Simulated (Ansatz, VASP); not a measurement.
**ZnSe (Stilleite) in VASP and in Ansatz**

File INCAR:

```
SYSTEM = ZnSe
PREC = Accurate
ENCUT = 520
EDIFF = 1E-6
ISMEAR = -1
SIGMA = 0.05
LREAL = .False.
LASPH = .True.
NELM = 60
ALGO = Normal
ISIF = 2
LWAVE = .False.
LCHARG = .True.
GGA = PS
IVDW = 12
LELF = .True.
LVHAR = .True.
NBANDS = 16
```

Contents of KPOINTS:

```
regular mesh
0
Gamma
  8 8 8
  0 0 0
```

POSCAR

```
ZnSe
1.0
    0.0000000000      2.7759511149      2.7759511149
    2.7759511149      0.0000000000      2.7759511149
    2.7759511149      2.7759511149      0.0000000000
Se Zn
1 1
Direct
    0.7500000000      0.7500000000      0.7500000000
    0.0000000000      0.0000000000      0.0000000000
```

Contents of input.yaml:

```yaml
crystal:
  lattice:
    - [0.0, 2.7759511149, 2.7759511149]
    - [2.7759511149, 0.0, 2.7759511149]
    - [2.7759511149, 2.7759511149, 0.0]
  atoms:
    - { symbol: Se, position: [0.75, 0.75, 0.75] }
    - { symbol: Zn, position: [0.0, 0.0, 0.0] }
hamiltonian:
  xc: pbesol
  pseudopotentials: { kind: paw }
  dispersion: d3bj
kpoints:
  mp_grid: { grid: [8, 8, 8] }
scf:
  occupations: { method: fermi_dirac, width: 0.05 }
output:
  forces: true
  stress: true
  eigenvalues: true
```

Alike in both runs: task single point; functional PBEsol; dispersion D3(BJ); k mesh 8 × 8 × 8; occupations fermi-dirac, width 0.05 eV; no spin polarisation.

|  | VASP | Ansatz |
| --- | --- | --- |
| version | VASP 6.6.1 | Ansatz 0.2.0 |
| potentials or method | VASP PAW PBE potentials, release 64 (Se, Zn) | Ansatz PAW |
| plane-wave cutoff (eV) | 520 | 420 |
| valence electrons in the cell | 18 | 28 |

VASP gave:

```
gap on the k mesh at the Fermi level (eV) : 1.42
least direct gap on the mesh (eV)         : 1.42
pressure (GPa)                            : 1.2
dispersion energy (meV/atom)              : -302.2
```

Estimate Ansatz's values.

gap on the k mesh at the Fermi level (eV): 1.42; least direct gap on the mesh (eV): 1.42; pressure (GPa): 0.9; dispersion energy (meV/atom): -302.3.

The two sets of potentials don't hold the same shells in valence.

Caveats: the PAW data sets were made with another functional, which shifts forces and pressure a little (VASP); the PAW data sets come from PBE, with cores solved anew for the run's functional, which leaves a small shift of forces and pressure (Ansatz). As with any semilocal functional, this PBEsol gap is likely too small.
